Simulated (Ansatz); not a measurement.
# ZnSe, one cell by several methods

```yaml
crystal:
  lattice:
    - [0.00000, 2.83380, 2.83380]
    - [2.83380, 0.00000, 2.83380]
    - [2.83380, 2.83380, 0.00000]
  atoms:
    - { symbol: Zn, position: [0.00000, 0.00000, 0.00000] }
    - { symbol: Se, position: [0.75000, 0.75000, 0.75000] }
```

Atoms are numbered in the order listed.

The cell comes from COD entry 9008857, which wasn't checked; take it as a given geometry.

Methods: DFT, LDA, PAW with Ansatz's default frozen-core files, scalar-relativistic (Ansatz 0.2.0); DFT, LDA, all-electron LAPW, scalar-relativistic (Ansatz 0.2.0).

For PAW: a Γ-centred 8×8×8 k mesh, Fermi–Dirac smearing of 0.03 eV, cutoff 420 eV, no spin polarisation; the PAW files were made with PBE, and the program remakes their frozen cores for this functional. LAPW targets a basis error of 1 meV/atom. The Ansatz runs share mesh, smearing and spin set-up. Plane-wave (PAW) pressures include the program's estimate of the Pulay term.

Stress and pressure are positive in compression.

Levels count from the top of the valence band.

PAW results:

```
                      quantity     PAW
                pressure (GPa)   -3.40
                 band gap (eV)   1.032
highest filled level at W (eV)  -2.695
  lowest empty level at W (eV)   5.347
highest filled level at U (eV)  -1.805
  lowest empty level at U (eV)   3.432
highest filled level at L (eV)  -0.873
  lowest empty level at L (eV)   2.355
```

**Question.** What does full-potential LAPW give for the same quantities?

**Answer.** 
```json
{"quantity": "pressure (GPa)", "LAPW": "-3.37"}
{"quantity": "band gap (eV)", "LAPW": "1.032"}
{"quantity": "highest filled level at W (eV)", "LAPW": "-2.694"}
{"quantity": "lowest empty level at W (eV)", "LAPW": "5.347"}
{"quantity": "highest filled level at U (eV)", "LAPW": "-1.804"}
{"quantity": "lowest empty level at U (eV)", "LAPW": "3.432"}
{"quantity": "highest filled level at L (eV)", "LAPW": "-0.873"}
{"quantity": "lowest empty level at L (eV)", "LAPW": "2.355"}
```
